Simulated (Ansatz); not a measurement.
Write the native input for Ansatz 0.2.0 that does the following.

| Quantity | Value |
| --- | --- |
| Task | single point |
| Functional | PBE |
| Potentials or basis | Ansatz PAW |
| Cutoff | 420 eV (not typed: the program's choice for these potentials) |
| k mesh | 9 × 9 × 5 |
| Occupations | gaussian, width 0.014 eV |
| Spin | no spin polarisation |

Crystal: TaS2.

```
Ta S
1.0
     3.35000    0.00000    0.00000
    -1.67500    2.90119    0.00000
     0.00000    0.00000    5.86000
Ta S
1 2
Cartesian
  0.0000 0.0000 0.0000
  1.6750 0.9671 4.3950
  0.0000 1.9341 1.4650
```

These files were run (other wordings do the same):

input.yaml

```yaml
crystal:
  lattice:
    - [3.35, 0.0, 0.0]
    - [-1.675, 2.9011851027, 0.0]
    - [0.0, 0.0, 5.86]
  atoms:
    - { symbol: Ta, position: [0.0, 0.0, 0.0] }
    - { symbol: S, position: [0.6666666667, 0.3333333333, 0.75] }
    - { symbol: S, position: [0.3333333333, 0.6666666667, 0.25] }
hamiltonian:
  xc: pbe
  pseudopotentials: { kind: paw }
kpoints:
  mp_grid: { grid: [9, 9, 5] }
scf:
  occupations: { method: gaussian, width: 0.014 }
output:
  forces: true
  stress: true
  eigenvalues: true
  write_density: true
  write_potential: true
  elf: true
  volumetric_format: npy
```

Potentials or basis: Ansatz PAW.

Run with:

```console
$ ansatz run input.yaml --threads 2 --pin off --max-ram 5632MiB --backend cpu --events-out ev --progress --plain --runs-dir out
```

Results of the run:

```yaml
Pressure: 9.1 GPa
Largest_force: 1.253 eV/Å
Band_gap_on_the_k_mesh: none (metal or under the smearing width)
```

Caveat: this functional lacks dispersion, which binds the layers, so the pressure and a relaxed spacing across them are unreliable; forces of over 1 eV/Å show positions far from the minimum, so gaps and moduli don't describe the material at rest.

It took 1.1 s on 2 threads of AMD EPYC 9R14 (Zen 4), with other jobs on the host, peak memory 0.39 GiB.
